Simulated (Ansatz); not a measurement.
Eu in Ansatz: the effect of starting spin order

Crystal: Eu.

```
Eu
1.0
     0.00000    2.78930    2.78930
     2.78930    0.00000    2.78930
     2.78930    2.78930    0.00000
Eu
1
Direct
  0.00000 0.00000 0.00000
```

This isn't the form of Eu at room conditions, which is bcc.

Alike in all runs:

```yaml
Program: Ansatz 0.2.0
Task: single point
Functional: PBE
Potentials_or_basis: Ansatz PAW
Cutoff: "420 eV (not typed: the program's choice for these potentials)"
k_mesh: 8 × 8 × 8
Occupations: fermi-dirac, width 0.05 eV
```

Problem. One run gave: energy over the lowest run 7352.9 meV/atom; pressure -4.0 GPa; final net moment 0.00 μB; final largest site moment 0.00 μB. Which starting spin order did it use?
A. spin off
B. random
C. fm

Solution. A.

| starting spin order | spin | starting moments | energy over the lowest run (meV/atom) | pressure (GPa) | final net moment (μB) | final largest site moment (μB) |
| --- | --- | --- | --- | --- | --- | --- |
| spin off | no spin polarisation | - | 7352.9 | -4.0 | 0.00 | 0.00 |
| fm | collinear spin, ferromagnetic start | [7.0] μB | 0.0 | -0.6 | 7.53 | 7.20 |
| random | collinear spin, random start | [4.73] μB | 0.0 | -0.6 | 7.53 | 7.20 |
